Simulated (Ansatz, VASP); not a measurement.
**Al2O3 in VASP and in Ansatz**

```
CELL_PARAMETERS angstrom
3.07666 0.00000 0.00000
-1.53833 2.66447 0.00000
0.00000 0.00000 7.72320
ATOMIC_POSITIONS crystal
Al 0.00000 0.00000 0.72205
Al 0.00000 0.00000 0.27795
O 0.00000 0.00000 0.50000
O 0.66667 0.33333 0.80055
O 0.33333 0.66667 0.19945
```

Change from the starting cell: volume scaled by 1.06.

Alike in both runs: task single point; functional PBEsol; k mesh 10 × 10 × 4; occupations fermi-dirac, width 0.05 eV; no spin polarisation.

|  | VASP | Ansatz |
| --- | --- | --- |
| version | VASP 6.6.1 | Ansatz 0.2.0 |
| potentials or method | VASP PAW PBE potentials, release 64 (Al, O), cutoff 520 eV | all-electron LAPW, scalar-relativistic |

Ansatz gave:

- gap on the k mesh at the Fermi level (eV): 1.84
- least direct gap on the mesh (eV): 1.84
- pressure (GPa): -11.6
- largest component of the traceless stress (GPa): 0.84
- rms of the force components (eV/Å): 0.326

Task: What did VASP give for the same quantities?

Result: gap on the k mesh at the Fermi level (eV): 1.80; least direct gap on the mesh (eV): 1.80; pressure (GPa): -11.6; largest component of the traceless stress (GPa): 0.59; rms of the force components (eV/Å): 0.313.

Atom by atom the forces differ by 0.016 eV/Å (rms over components). Ansatz ran all-electron here, so the differences hold the error of VASP's frozen core and of both bases.

Caveats: the PAW data sets were made with another functional, which shifts forces and pressure a little (VASP). A k mesh can miss the band edges.
